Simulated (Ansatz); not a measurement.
Relaxation path: La (beta tin type)

DFT, PBE, PAW with Ansatz's default frozen-core files, scalar-relativistic (Ansatz 0.2.0); a Γ-centred 13×13×13 k mesh, Fermi–Dirac smearing of 0.08 eV, no spin polarisation. The run relaxes shape and atoms at held volume.

Command: `ansatz run input.yaml --threads 1 --pin off --max-ram 2048MiB --backend cpu --events-out ev --progress --plain --runs-dir out` It took 34 s on 1 thread of Arm Neoverse V2 (shared host), peak memory 0.45 GiB.

```yaml
crystal:
  lattice:
    - [-2.8256541133, 2.8256541133, 1.6743442796]
    - [2.8256541133, -2.8256541133, 1.6743442796]
    - [2.8256541133, 2.8256541133, -1.6743442796]
  atoms:
    - { symbol: La, position: [-0.375, -0.125, -0.25] }
    - { symbol: La, position: [0.375, 0.125, 0.25] }
kpoints:
  mp_grid: { grid: [13, 13, 13] }
scf:
  occupations: { method: fermi_dirac, width: 0.08 }
hamiltonian:
  xc: pbe
  pseudopotentials: { kind: paw }
output:
  forces: true
  stress: true
  write_density: true
  write_potential: true
  elf: true
  volumetric_format: npy
relax:
  f_tol: 0.005
  max_steps: 30
  cell: { stress_tol: 0.15, fix: [volume] }
```

Each step lists its free energy a cell above the last geometry, the pressure, the cell vectors (Å), and Cartesian positions (Å) with forces (eV/Å).

The first step:

```
step 1  dF = 10.61 meV  P = 13.25 GPa
  cell -2.8257 2.8257 1.6743  2.8257 -2.8257 1.6743  2.8257 2.8257 -1.6743
  La 0.0000 -1.4128 -0.4186   0.0000 0.0000 0.0000
  La 0.0000 1.4128 0.4186   0.0000 0.0000 0.0000
```

Spin–orbit coupling is left out, which matters for the heavy atoms.

The symmetry of the start is kept and no stability test is made, so the end need not be the stable phase.

Task: Where does the relaxation end, and by which steps?

Result: After 3 geometries, with conventional a, b, c = 5.593, 5.593, 3.419 Å, at 26.737 Å³/atom and 13.30 GPa in space group I4_1/amd, with a shortest distance of 2.924 Å. The further steps:
```
step 2  dF = 0.15 meV  P = 13.32 GPa
  cell -2.7928 2.7928 1.7139  2.7928 -2.7928 1.7139  2.7928 2.7928 -1.7139
  La 0.0000 -1.3964 -0.4285   0.0000 0.0000 0.0000
  La 0.0000 1.3964 0.4285   0.0000 0.0000 0.0000
step 3  dF = 0.00 meV  P = 13.30 GPa
  cell -2.7964 2.7964 1.7095  2.7964 -2.7964 1.7095  2.7964 2.7964 -1.7095
  La 0.0000 -1.3982 -0.4274   0.0000 0.0000 0.0000
  La 0.0000 1.3982 0.4274   0.0000 0.0000 0.0000
step 4  dF = 0.00 meV  P = 13.30 GPa  (same geometry on a basis chosen anew; earlier energies don't compare to the last digit)
  cell -2.7964 2.7964 1.7095  2.7964 -2.7964 1.7095  2.7964 2.7964 -1.7095
  La 0.0000 -1.3982 -0.4274   0.0000 0.0000 0.0000
  La 0.0000 1.3982 0.4274   0.0000 0.0000 0.0000
```
